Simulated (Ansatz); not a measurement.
**KCl (Sylvite) in Ansatz: the effect of functional**

KCl (Sylvite):

```xyz
2
Lattice="0.0000 3.0822 3.0822 3.0822 0.0000 3.0822 3.0822 3.0822 0.0000" Properties=species:S:1:pos:R:3 pbc="T T T"
K     0.0000    0.0000    0.0000
Cl    3.0822    3.0822    3.0822
```

The cell isn't the ideal one: volume scaled by 0.94.

Alike in all runs:

| Property | Result |
| --- | --- |
| Program | Ansatz 0.2.0 |
| Task | single point |
| Potentials or basis | Ansatz PAW |
| k mesh | 7 × 7 × 7 |
| Occupations | fermi-dirac, width 0.05 eV |
| Spin | no spin polarisation |

```csv
functional,cutoff,gap on the mesh (eV),pressure (GPa)
LDA,420 eV (not typed: the program's choice for these potentials),4.95,-0.9
PBEsol,420 eV (not typed: the program's choice for these potentials),?,?
r2SCAN,500 eV (not typed: the program's choice for these potentials),6.05,1.4
```

What does the run with functional PBEsol give?

gap on the mesh 5.23 eV; pressure 0.8 GPa.

Caveats: odd divisions of the mesh miss points on the zone boundary, where band edges often lie, so the gap on the mesh can be too wide; the PAW data sets come from PBE, with cores solved anew for the run's functional, which leaves a small shift of forces and pressure.

